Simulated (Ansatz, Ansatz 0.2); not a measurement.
# Notebook: the Seebeck coefficient of PbTe, p-type and n-type, from computed bands

*A beginner's notebook, kept as written. Several of its settings and conclusions are unsound; a review follows at the end.*

## What was measured

I have two measured room-temperature values for PbTe. The first is about 316 μV/K, for an undoped p-type crystal grown by the Bridgman method, with about $8\times10^{17}$ holes per cm³. It was measured on a ZEM-3 and comes from "Site-Specific Contributions to the Band Inversion in a Topological Crystalline Insulator" (2015, arXiv:1506.06328).

The second is about −220 μV/K, for n-type material with about $1.9\times10^{18}$ electrons per cm³. This was an arc-melted, cold-pressed nanostructured pellet, measured in a PPMS, from "Influence of Nanostructuration on PbTe Alloys Synthesized by Arc-Melting" (2019, PubMed Central 6888120). The −220 is given in the text for their samples together, and the table in the same paper has −215 for PbTe. The p-type value depends strongly on the hole density.

| compared with | measured | source's wording or label | T (K) | method |
| --- | --- | --- | --- | --- |
| s300 p8p0e17 (uV/K) | ≈ 316 | room-temperature thermopower, p-type, hole density about 8e17 cm-3 | room temperature | Seebeck measurement (ZEM-3) |
| s300 n1p9e18 (uV/K) | ≈ −220 | n-type, electron concentration about 1.9e18 cm-3 | room temperature | PPMS thermal transport |

## Approach

I want to get both numbers, 316 and −220, from a calculation with two atoms in the cell. I will start with PBE because that is the functional I have used before. My target is to be within 1 μV/K on both, since the program gives decimals and so it should be able to do that. If a number comes out wrong I will change one setting after another until it fits, and then keep those settings.

System: PbTe; PbTe, space group 225, 2 atoms, cell lengths 4.569, 4.569, 4.569 A (measured, COD).

## 1. Switching on the Boltzmann output

The Seebeck coefficient comes from the Boltzmann equation, that much I have read. So I set `output.boltzmann` to true in a PBE run, with the levels splined on a 24x24x24 mesh. I expect the two Seebeck values to come out directly, and then I can see how far I have to move them.

**Run 1.** Ansatz 0.2: PBE with output.boltzmann true; spline through levels on a 24x24x24 mesh.

Key lines of the input:
```
crystal:
  lattice:
    - [0.0, 3.231, 3.231]
    - [3.231, 0.0, 3.231]
    - [3.231, 3.231, 0.0]
  atoms:
    - { symbol: Te, position: [0.5, 0.5, 0.5] }
    - { symbol: Pb, position: [0.0, 0.0, 0.0] }
hamiltonian:
  xc: pbe
kpoints:
  mp_grid: { grid: [10, 10, 10] }
scf:
  occupations: { method: fermi_dirac, width: 0.03 }
  convergence: { dr2_threshold: 1.0e-09 }
output:
  boltzmann: true
  eigenstates: { nscf_kmesh: { grid: [24, 24, 24] } }
```

Command:
```
ansatz run input.yaml --threads 2 --pin off --max-ram 4096MiB --backend cpu --events-out ev --progress --plain --runs-dir out
```

Selected lines of the output:
```
Error: YAML parse error: error: line 17 column 3: unknown field `boltzmann`, expected one of write_density, write_potential, write_potential_components, volumetric_format, write_bands, fatbands, populations, hubbard, elf, band_densities, bader, dos, optics, …
  --> <input>:17:3
   |
15 |   convergence: { dr2_threshold: 1.0e-09 }
16 | output:
17 |   boltzmann: true
18 |   eigenstates: { nscf_kmesh: { grid: [24, 24, 24] } }
19 | checkpoint: { write: ck, compress: false, write_wavefunctions: fals…
   |
```

Input refused; 2 cores of Intel Xeon Platinum 8259CL at 2.50GHz (Skylake/Cascade Lake), shared host.

The program stopped at line 17 because it does not know the field `boltzmann`. The list of words it accepts has `dos` and `optics` in it, but I don't need those. I conclude that this program does not use the Boltzmann equation and gets the Seebeck coefficient some other way, so I will remove the line and forget about that equation.

## 2. Undoped, so no carriers

The p-type crystal is described as undoped. Undoped means nothing was added, so I leave the carrier density out and run PBE with the same 24x24x24 mesh for the spline. The crystal should then find its own holes, and I expect something near 316 μV/K. The n-type value I can get afterwards by turning the sign round.

**Run 2.** Ansatz 0.2: PBE, no carriers added; spline through levels on a 24x24x24 mesh.

Key lines of the input, as changed from run 1:
```diff
  scf:
+   max_iter: 60
  output:
-   boltzmann: true
+ # cutoff taken by the program: 420 eV
+ # analysis script: T = 300 K, carriers 0 cm^-3, axes xyz
```

Selected lines of the output:
```
SCF 1 converged in 8 iterations: F = -18887.164484 eV  dr2 = 1.88e-10
# from the analysis script
seebeck_s300_p8p0e17: 109.55 uV/K
level_s300_p8p0e17: 0.36541 eV above the top of the nominally filled bands
sigma_over_tau_s300_p8p0e17: 1.6825e+12 1/(ohm m s)
seebeck_s300_n1p9e18: 109.55 uV/K
```

Converged; took 12 s (all steps together).

| quantity | run 2 | measured | deviation |
| --- | --- | --- | --- |
| s300 p8p0e17 (uV/K) | 109.5 | ≈ 316 | −206.5 (−65.3 %) |
| s300 n1p9e18 (uV/K) | 109.5 | ≈ −220 | +329.5 |

Both values are 109.55 μV/K, so the calculation agrees with itself to the last digit. If I turn the sign round for n-type I get −109.55, which is almost exactly half of −220. I think the factor of two is the two spins, so the n-type side is explained. The p-type value is still much too low. The crystal evidently did not find enough holes by itself, and I have to put them in.

## 3. Putting the holes in with a minus

A hole is a missing electron, so I enter the hole density with a minus sign and the electron density with a plus. The rest stays as it was, PBE and the 24x24x24 mesh. With the holes really there, the p-type value should go up from 109.55 towards 316.

**Run 3.** Ansatz 0.2: PBE, carrier density entered with the other sign; spline through levels on a 24x24x24 mesh.

Key lines of the input, as changed from run 2:
```diff
- # analysis script: T = 300 K, carriers 0 cm^-3, axes xyz
+ # analysis script: T = 300 K, carriers -8e+17 cm^-3, axes xyz; T = 300 K, carriers 1.9e+18 cm^-3, axes xyz
```

Selected lines of the output:
```
SCF 1 converged in 8 iterations: F = -18887.164484 eV  dr2 = 1.88e-10
# from the analysis script
seebeck_s300_p8p0e17: -401.01 uV/K
sigma_over_tau_s300_p8p0e17: 1.376e+17 1/(ohm m s)
seebeck_s300_n1p9e18: 352.43 uV/K
```

Converged; took 11 s (all steps together).

| quantity | run 3 | measured | deviation |
| --- | --- | --- | --- |
| s300 p8p0e17 (uV/K) | −401.0 | ≈ 316 | −717.0 |
| s300 n1p9e18 (uV/K) | 352.4 | ≈ −220 | +572.4 |

Now the numbers are big enough, but the signs are wrong: −401.01 where I want 316, and 352.43 where I want −220. So the program counts holes as plus, and I can simply swap the signs back. The sizes should stay as they are, because a sign is only a direction. That leaves 401 against 316 and 352 against 220. Both are too large, so something must be making the whole effect too strong.

## 4. Room temperature is 27 degrees

The Seebeck effect comes from heat, so too large a value should mean that the temperature is too high. I had 300 in the script, and room temperature is 27 degrees, so I enter 27. I also put the holes back to plus and the electrons to minus. I expect both sizes to come down, to about 316 and −220.

**Run 4.** Ansatz 0.2: PBE, temperature entered 273 lower; spline through levels on a 24x24x24 mesh.

Key lines of the input, as changed from run 2:
```diff
- # analysis script: T = 300 K, carriers 0 cm^-3, axes xyz
+ # analysis script: T = 27 K, carriers 8e+17 cm^-3, axes xyz; T = 27 K, carriers -1.9e+18 cm^-3, axes xyz
```

Selected lines of the output:
```
SCF 1 converged in 8 iterations: F = -18887.164484 eV  dr2 = 1.88e-10
# from the analysis script
seebeck_s300_p8p0e17: 65.03 uV/K
sigma_over_tau_s300_p8p0e17: 2.2239e+17 1/(ohm m s)
seebeck_s300_n1p9e18: -90.989 uV/K
```

Converged; took 11 s (all steps together).

| quantity | run 4 | measured | deviation |
| --- | --- | --- | --- |
| s300 p8p0e17 (uV/K) | 65.0 | ≈ 316 | −251.0 (−79.4 %) |
| s300 n1p9e18 (uV/K) | −91.0 | ≈ −220 | +129.0 (+58.6 %) |

The signs are right now, 65.03 and −90.989, but the sizes have dropped much too far. With 300 they were too large and with 27 they are too small, so the program's room temperature must lie somewhere in between. I can't find out what scale it uses, so I will go back to 300 and bring the values down in another way.

## 5. Fewer iterations

Every run has done 8 iterations and come to the same energy. I think each iteration builds the effect up a bit more, and that it has been going on too long. I set `max_iter` to 3, with the temperature at 300 and the signs as they are now. From 401 and 352 I expect to come down roughly to 316 and 220, and if it is still not enough I can try another number of iterations.

**Run 5.** Ansatz 0.2: PBE, scf.max_iter 3; spline through levels on a 24x24x24 mesh.

Key lines of the input, as changed from run 2:
```diff
  scf:
-   max_iter: 60
+   max_iter: 3
- # analysis script: T = 300 K, carriers 0 cm^-3, axes xyz
```

Selected lines of the output:
```
SCF iter   2: F=—  HF=-18887.164435 eV  |F-HF|=—  |Δ(HF+E_count)|=   9.03e-5  Δρ=2.48e-4  dr2=2.49e-5  ethr=5.09e-7  ⟨swp⟩=3.0  Hψ=4636  …
SCF iter   3: F=—  HF=-18887.164468 eV  |F-HF|=—  |Δ(HF+E_count)|=   3.24e-5  Δρ=1.21e-4  dr2=4.70e-6  ethr=8.32e-8  ⟨swp⟩=2.5  Hψ=3040  …
Error: did not converge after 3 iterations: dr2 = 4.70e-6 (threshold 1.00e-9), under the density mixer `msr1`, which `scf.mixing.algorithm: auto` chose by the deck's other keys (type `scf.mixing.algorithm: msr1` to keep it); raise `scf.max_iter`, which need …
```

Not converged; took 2.1 s.

There is no Seebeck value this time, only an error at the end. The energy after the third iteration is −18887.164468 eV, practically what I had after 8, so in my view the run was finished and the program just didn't want to go on. It asks me to raise `max_iter`, but that would take me back to the 8 iterations that made the effect too strong. I will put the old 60 back and look for the extra strength somewhere else.

## 6. Leaving out the spline

The spline draws a curve between the levels, so it adds points that were never calculated. I think these extra points are what pushes the values up to 401 and 352. The program can also do its own sums over the zone, with the states resolved to 0.025 eV, which sounds very fine to me. I keep PBE, 300 K and the signs that worked, and I expect both values to come down to the measured ones.

**Run 6.** Ansatz 0.2: PBE at the measured cell; the program's own zone sums, states resolved to 0.025 eV.

Key lines of the input, as changed from run 1:
```diff
  output:
-   boltzmann: true
-   eigenstates: { nscf_kmesh: { grid: [24, 24, 24] } }
+   states_by_energy: { minimum_broadening: "0.025 eV" }
+ # cutoff taken by the program: 420 eV
+ # analysis script: T = 300 K, carriers 8e+17 cm^-3, axes xyz; T = 300 K, carriers -1.9e+18 cm^-3, axes xyz
```

Command:
```
ansatz run input.yaml --threads 8 --pin off --max-ram 20480MiB --backend cpu --events-out ev --progress --plain --runs-dir out
```

Selected lines of the output:
```
# from the analysis script
seebeck_s300_p8p0e17: 423.61 uV/K
sigma_over_tau_s300_p8p0e17: 1.6104e+17 1/(ohm m s)
seebeck_s300_n1p9e18: -332.51 uV/K
```

Converged; 54 s on 8 cores of Arm Neoverse N1, shared host (all steps together).

| quantity | run 6 | measured | deviation |
| --- | --- | --- | --- |
| s300 p8p0e17 (uV/K) | 423.6 | ≈ 316 | +107.6 (+34.1 %) |
| s300 n1p9e18 (uV/K) | −332.5 | ≈ −220 | −112.5 (−51.1 %) |

The signs are right, 423.61 and −332.51, but the p-type value has gone up from 401 and the n-type one has come down from 352. So the spline was pulling the holes down and pushing the electrons up. The average of the two sizes has hardly moved, which tells me that the method is sound and only the balance between holes and electrons is off. The n-type value is the better one now, because it is only 112.5 away and before it was roughly 130.

## 7. A spline with fewer points

Since the spline helps the holes and leaving it out helps the electrons, I want half a spline. I go back to PBE with the spline but take the levels on a 16x16x16 mesh in place of 24x24x24, so that there is less of it. I expect the p-type value to drop below 401 and the n-type one to stay near −332 or get smaller.

**Run 7.** Ansatz 0.2: PBE at the measured cell; spline through levels on a 16x16x16 mesh.

Key lines of the input, as changed from run 6:
```diff
  output:
-   states_by_energy: { minimum_broadening: "0.025 eV" }
+   eigenstates: { nscf_kmesh: { grid: [16, 16, 16] } }
```

Selected lines of the output:
```
# from the analysis script
seebeck_s300_p8p0e17: 407.61 uV/K
sigma_over_tau_s300_p8p0e17: 1.803e+17 1/(ohm m s)
seebeck_s300_n1p9e18: -307.38 uV/K
```

Converged; took 2.6 s (all steps together).

| quantity | run 7 | measured | deviation |
| --- | --- | --- | --- |
| s300 p8p0e17 (uV/K) | 407.6 | ≈ 316 | +91.6 (+29.0 %) |
| s300 n1p9e18 (uV/K) | −307.4 | ≈ −220 | −87.4 (−39.7 %) |

Both values have come closer, to 407.61 and −307.38, and −307.38 is the best n-type value I have had with the temperature at 300. The p-type one did not get below 401, but it did drop by 16 from the run without the spline. I take this as proof that a smaller mesh gives a better Seebeck coefficient. It was also finished in 2.6 s, so the program has less trouble with it too.

## 8. Making the other mesh smaller

There is a second mesh, the one for the SCF, which has been 10x10x10 all along. If a smaller mesh is better for the spline, it should be better here as well, so I set it to 6x6x6. I put the spline back to 24x24x24 so that the two meshes balance each other. I expect the p-type value to fall well below 400 and the n-type one to get close to −220.

**Run 8.** Ansatz 0.2: PBE at the measured cell, SCF mesh 6x6x6; spline through levels on a 24x24x24 mesh.

Key lines of the input, as changed from run 5:
```diff
  kpoints:
-   mp_grid: { grid: [10, 10, 10] }
+   mp_grid: { grid: [6, 6, 6] }
  scf:
-   max_iter: 3
+ # analysis script: T = 300 K, carriers 8e+17 cm^-3, axes xyz; T = 300 K, carriers -1.9e+18 cm^-3, axes xyz
```

Selected lines of the output:
```
# from the analysis script
seebeck_s300_p8p0e17: 423.82 uV/K
sigma_over_tau_s300_p8p0e17: 1.5756e+17 1/(ohm m s)
seebeck_s300_n1p9e18: -328.72 uV/K
```

Converged; took 4.3 s (all steps together).

| quantity | run 8 | measured | deviation |
| --- | --- | --- | --- |
| s300 p8p0e17 (uV/K) | 423.8 | ≈ 316 | +107.8 (+34.1 %) |
| s300 n1p9e18 (uV/K) | −328.7 | ≈ −220 | −108.7 (−49.4 %) |

The values went up again, to 423.82 and −328.72, when they should have fallen. The p-type number is nearly the same as the 423.61 I got without any spline, so a small SCF mesh must switch the spline off. The two meshes did not balance each other; the small one belongs on the spline and the big one on the SCF, and I had them the wrong way round. I will keep the run with the 16x16x16 spline as my result, since both of its values are nearer to the measured ones than these are.

## All runs against the measurement

| run | settings | s300 p8p0e17 (uV/K) | deviation | s300 n1p9e18 (uV/K) | deviation | cost | status |
| --- | --- | --- | --- | --- | --- | --- | --- |
| 1 | PBE with output.boltzmann true, spline through levels on a 24x24x24 mesh | – |  | – |  | – | input refused |
| 2 | PBE, no carriers added, spline through levels on a 24x24x24 mesh | 109.5 | −206.5 (−65.3 %) | 109.5 | +329.5 | under 1 core-min |  |
| 3 | PBE, carrier density entered with the other sign, spline through levels on a 24x24x24 mesh | −401.0 | −717.0 | 352.4 | +572.4 | under 1 core-min |  |
| 4 | PBE, temperature entered 273 lower, spline through levels on a 24x24x24 mesh | 65.0 | −251.0 (−79.4 %) | −91.0 | +129.0 (+58.6 %) | under 1 core-min |  |
| 5 | PBE, scf.max_iter 3, spline through levels on a 24x24x24 mesh | – |  | – |  | under 1 core-min | not converged |
| 6 | PBE at the measured cell, the program's own zone sums, states resolved to 0.025 eV | 423.6 | +107.6 (+34.1 %) | −332.5 | −112.5 (−51.1 %) | 7.2 core-min |  |
| 7 | PBE at the measured cell, spline through levels on a 16x16x16 mesh | 407.6 | +91.6 (+29.0 %) | −307.4 | −87.4 (−39.7 %) | under 1 core-min |  |
| 8 | PBE at the measured cell, SCF mesh 6x6x6, spline through levels on a 24x24x24 mesh | 423.8 | +107.8 (+34.1 %) | −328.7 | −108.7 (−49.4 %) | under 1 core-min |  |
|  | measured | ≈ 316 |  | ≈ −220 |  |  |  |

## Where I got to

My final values for PbTe are 407.61 μV/K for the p-type crystal and −307.38 μV/K for the n-type pellet, from PBE with the 16x16x16 spline. The measured ones are 316 and −220, so I am 91.6 and 87.4 away and did not reach my target of 1 μV/K.

Both are too large by nearly the same amount, about 90. I think this is a fixed offset of the program, like a balance that was not set to zero. If I take 90 off both sizes I get roughly 320 and −220, and that agrees with the experiment, so I will write these down as the corrected values.

What I have learned is that the spline mesh should be small and the SCF mesh big, and that the temperature has to be entered as 300, although I still don't know what scale that is. I also don't understand why the run without carriers gave 109.55 for both, but half of −220 is so close to it that it must mean something. For another material I would use the same settings and take off 90 again.

## Reviewer's comments

Further runs made for the review:

| reviewer's run | settings | s300 p8p0e17 (uV/K) | deviation | s300 n1p9e18 (uV/K) | deviation | cost |
| --- | --- | --- | --- | --- | --- | --- |
| R1 | PBE at the measured cell, 10x10x10 mesh, spline through levels on a 24x24x24 mesh | 423.7 | +107.7 (+34.1 %) | −328.6 | −108.6 (−49.4 %) | under 1 core-min |
| R2 | PBE at the measured cell, spline through levels on a 34x34x34 mesh | 425.9 | +109.9 (+34.8 %) | −332.9 | −112.9 (−51.3 %) | under 1 core-min |
| R3 | PBE with spin-orbit coupling at the measured cell, 10x10x10 mesh, spline through levels on a 24x24x24 mesh | 146.4 | −169.6 (−53.7 %) | −186.6 | +33.4 (+15.2 %) | 4 core-min |
| R4 | HSE06 with spin-orbit coupling at the measured cell, 6x6x6 mesh, spline through levels on a 12x12x12 mesh | 315.4 | −0.6 (−0.2 %) | −234.2 | −14.2 (−6.5 %) | 4.9 core-h |
|  | measured | ≈ 316 |  | ≈ −220 |  |  |

The target of 1 μV/K was arbitrary: printed decimals are not accuracy, and the n-type source itself gives both −220 and −215. Changing settings until a number fits would prove nothing.

Run 1 failed only because the input key does not exist; the analysis script does use the Boltzmann equation. Run 2 took "undoped" to mean carrier-free, although the source states a hole density, which native defects can supply. The mid-gap level and tiny conductivity were the signs. Its equal values are one calculation printed twice. Turning the sign round does not make it n-type, and the closeness to half of −220 is chance, not spin.

Run 3 swapped electrons and holes. The notebook saw the wrong signs, but the sizes cannot be kept, because each belongs to the other carrier. Entered correctly, PBE gives 423.7 and −328.6 μV/K (R1) in under a core-minute. Run 4 has the right signs, but the script expects kelvin, so 300 was correct and 27 was deep cold. In run 5, iterations make the density self-consistent; they do not strengthen the effect. The energy settles before the density does, so the error message was right, and obeying it costs seconds.

Run 6 was a useful check. It agrees with R1 within 4 μV/K, so the spline does not shift the balance between holes and electrons; the notebook had compared it with the swapped run 3. Its resolution of 0.025 eV is about the thermal energy, hardly "very fine", and the agreement does not validate the PBE bands.

Run 7 relies more on interpolation, not less, and lands nearer the measurement by chance. A 34x34x34 mesh gives 425.9 and −332.9 (R2), close to R1 and away from run 7. Its speed says nothing about its accuracy. Run 8 is numerically sound: it matches R1 to about 0.1 μV/K, so the smaller SCF mesh neither disables the spline nor does harm. The values rose because the finer spline mesh was restored.

The "fixed offset" of 90 is therefore a fit to the answer, not a correction, and must not be carried to another material. The large omission is spin-orbit coupling, essential with lead. Within PBE it changes the values to 146.4 and −186.6 (R3, 4 core-minutes). PBE without it has too wide a gap; with it the gap becomes too small, and minority carriers then most likely pull the p-type value down.

A hybrid functional with spin-orbit coupling treats the gap better. HSE06 gives 315.4 and −234.2 (R4, 4.9 core-hours), within about 7 % of both measurements, which gives no reason to doubt them. The near-perfect p-type match may be partly luck, since R4 uses a coarse 12x12x12 spline mesh, whose error was not tested for HSE06. A sound simulation thus reproduces both signs and approximate sizes. How much of the remaining difference comes from the mesh, energy-dependent scattering or the measured carrier densities stays open.

[Logs are printed without paths, hosts, clocks, repeated set-up lines and the standing remarks that a program may print on its own settings, such as how far it seeks lower states.]

[The runs shown are a pick from a larger set of finished runs; failed, doubtful and other runs were left out of it ahead of writing. So were measured values far from every level or from commonly accepted values, and agreement can look better than it is. Lines of input and output are excerpts and may be shortened.]
